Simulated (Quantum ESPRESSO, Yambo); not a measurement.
Planning a run of Yambo 5.3.0 on Sb (buckled honeycomb monolayer). The input:

```
HF_and_locXC
gw0
dyson
cohsex
em1s
rim_cut
rim_w
RandQpts= 3000000
RandGvec= 100 RL
CUTGeo= "slab z"
RandGvecW= 9 RL
EXXRLvcs= 88 Ry
VXCRLvcs= 352 Ry
Chimod= "HARTREE"
% BndsRnXs
 1 | 270 |
%
NGsBlkXs= 8 Ry
% LongDrXs
 1 | 1 | 0 |
%
% GbndRnge
 1 | 270 |
%
DysSolver= "n"
ExtendOut
% QPkrange
 1 | 1 | 43 | 50 |
 3 | 3 | 43 | 50 |
%
```

```sh
OMP_NUM_THREADS=1 mpirun -n 4 yambo -F gw6.in -J gw6 -C gw6 > gw6.log
```

The stored states that it reads are on a 6×6×1 mesh. The cell holds 2 atoms: 2 Sb. Its edges and angles: a = 4.127 Å, b = 4.127 Å, c = 14.000 Å, α = 90.0°, β = 90.0°, γ = 120.0°. Vacuum lies along c.

Q: Estimate wall time and host memory on 4 MPI ranks of Arm Neoverse V1, shared host.

It took 19 min; on shared hardware allow 9.3 min to 37 min. Peak host memory was 11 GiB.

The screening grows as filled bands × empty bands × pairs of k points, times the square of the screening basis for the matrix.

[Paths, hosts, dates, memory and timing lines, banners, echoed tables and standing remarks are left out of the program output.]

[Logs are printed without paths, hosts, clocks, repeated set-up lines and the standing remarks that a program may print on its own settings, such as how far it seeks lower states.]

[Runs of the session that timed out or met a known fault of the program may be left out.]

[No measured gap is set beside runs whose start may be inverted or whose files or cutoffs have a known fault.]

[Hosts, paths, dates, database ids (printed as entryN), source tags and the programs' standing remarks are cut or masked in the printed files.]
